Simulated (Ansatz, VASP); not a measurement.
AlN in VASP and in Ansatz

The input POSCAR:

```
AlN
1.0
    0.0000000000      2.1849006262      2.1193536074
    2.1849006262      0.0000000000      2.1193536074
    2.1849006262      2.1849006262      0.0000000000
Al N
1 1
Direct
    0.0000000000      0.0000000000      0.0000000000
    0.7500000000      0.7500000000      0.7500000000
```

INCAR.step1

```
SYSTEM = AlN
ALGO = Normal
EDIFF = 1E-4
ENCUT = 520
GGA = PE
ISMEAR = 0
LASPH = .True.
LCHARG = .False.
LREAL = .False.
LWAVE = .True.
NBANDS = 11
NELM = 80
PREC = Accurate
SIGMA = 0.05
```

The input INCAR.step2:

```
SYSTEM = AlN
ALGO = Normal
EDIFF = 1E-6
ENCUT = 520
ISIF = 2
ISMEAR = 0
ISTART = 1
LASPH = .True.
LCHARG = .False.
LMIXTAU = .True.
LREAL = .False.
LWAVE = .False.
METAGGA = R2SCAN
NBANDS = 11
NELM = 80
PREC = Accurate
SIGMA = 0.05
```

Contents of KPOINTS:

```
k-points
0
Gamma
  10 10 10
  0 0 0
```

Input for Ansatz:

```yaml
crystal:
  lattice:
    - [0.0, 2.1849006262, 2.1193536074]
    - [2.1849006262, 0.0, 2.1193536074]
    - [2.1849006262, 2.1849006262, 0.0]
  atoms:
    - { symbol: Al, position: [0.0, 0.0, 0.0] }
    - { symbol: "N", position: [0.75, 0.75, 0.75] }
basis:
  ecutwfc: 500
kpoints:
  mp_grid: { grid: [10, 10, 10] }
hamiltonian:
  xc: r2scan
scf:
  occupations: { method: gaussian, width: 0.05 }
output:
  forces: true
  stress: true
  eigenvalues: true
```

Change from the starting cell: strain +0.000 along x and y, -0.030 along z, atoms carried along.

Alike in both runs: task single point; functional r2SCAN; k mesh 10 × 10 × 10; occupations gaussian, width 0.05 eV; no spin polarisation.

```csv
,VASP,Ansatz
version,VASP 6.6.1,Ansatz 0.2.0
potentials or method,"VASP PAW PBE potentials, release 64 (Al, N)","scalar-relativistic, plane waves, PAW"
plane-wave cutoff (eV),520,500
valence electrons in the cell,8,8
```

VASP gave:

* gap on the k mesh at the Fermi level (eV): 3.78
* least direct gap on the mesh (eV): 5.08
* pressure (GPa): 6.3
* largest component of the traceless stress (GPa): 2.62

**Question.** Estimate Ansatz's values.

**Answer.** gap on the k mesh at the Fermi level (eV): 3.79; least direct gap on the mesh (eV): 5.04; pressure (GPa): 6.7; largest component of the traceless stress (GPa): 2.62.

Caveats: the PAW data sets were made with another functional, which shifts forces and pressure a little (VASP). A k mesh can miss the band edges.
